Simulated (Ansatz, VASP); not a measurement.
**HfC: VASP beside Ansatz**

The input INCAR:

```
ALGO = Normal
EDIFF = 1E-7
ENCUT = 520
GGA = PS
ISIF = 2
ISMEAR = -1
LASPH = True
LCHARG = True
LELF = True
LREAL = False
LVHAR = True
LWAVE = False
NBANDS = 14
NELM = 100
PREC = Accurate
SIGMA = 0.05
```

File KPOINTS:

```
k-points
0
Gamma
  10 10 10
```

The input POSCAR:

```
HfC
1.0
    0.0000000000      2.3729431883      2.2320000000
    2.3729431883      0.0000000000      2.2320000000
    2.3729431883      2.3729431883      0.0000000000
Hf C
1 1
Direct
    0.5000000000      0.5000000000      0.5000000000
    0.0000000000      0.0000000000      0.0000000000
```

input.yaml

```yaml
crystal:
  lattice:
    - [0.0, 2.3729431883, 2.232]
    - [2.3729431883, 0.0, 2.232]
    - [2.3729431883, 2.3729431883, 0.0]
  atoms:
    - { symbol: Hf, position: [0.5, 0.5, 0.5] }
    - { symbol: C, position: [0.0, 0.0, 0.0] }
kpoints:
  mp_grid: { grid: [10, 10, 10] }
  band_path:
    path:
      - [0.0, 0.0, 0.0]
      - [0.0, 0.5, 0.5]
      - [0.2825701678, 0.5, 0.7825701678]
      - [0.3912850839, 0.3912850839, 0.7825701678]
      - [0.0, 0.0, 0.0]
      - [-0.5, -0.5, 0.0]
      - [-0.3912850839, -0.3912850839, 0.2174298322]
      - [0.0, 0.0, 0.5]
    npoints: 8
scf:
  occupations: { method: fermi_dirac, width: 0.05 }
hamiltonian:
  xc: pbesol
  pseudopotentials: { kind: all_electron, lapw: { basis_error: 0.001 } }
output:
  forces: true
  stress: true
  eigenvalues: true
```

Change from the starting cell: strain_z_fixed_volume = -0.04.

Alike in both runs: functional PBEsol; k mesh 10 × 10 × 10; occupations fermi-dirac, width 0.05 eV; no spin polarisation.

|  | VASP | Ansatz |
| --- | --- | --- |
| version | VASP 6.6.1 | Ansatz 0.2.0 |
| potentials or method | VASP PAW PBE potentials, release 64 (Hf_pv, C) | all-electron LAPW, scalar-relativistic |
| plane-wave cutoff (eV) | 520 | see its input |
| task | single point | band structure |

```tsv
	VASP	Ansatz	Ansatz less VASP
gap on the k mesh at the Fermi level (eV)	none	none	-
pressure (GPa)	-5.3	-4.8	+0.43
largest component of the traceless stress (GPa)	17.31	17.00	-0.312
```

A gap of «none» marks a metal or a gap that the smearing closes. Ansatz ran all-electron here, so the differences hold the error of VASP's frozen core and of both bases.

Caveats: the PAW data sets were made with another functional, which shifts forces and pressure a little (VASP); spin-orbit coupling is left out, which moves the levels of the heavy elements (Ansatz). The runs have no spin-orbit coupling, so splittings on Hf are missing.
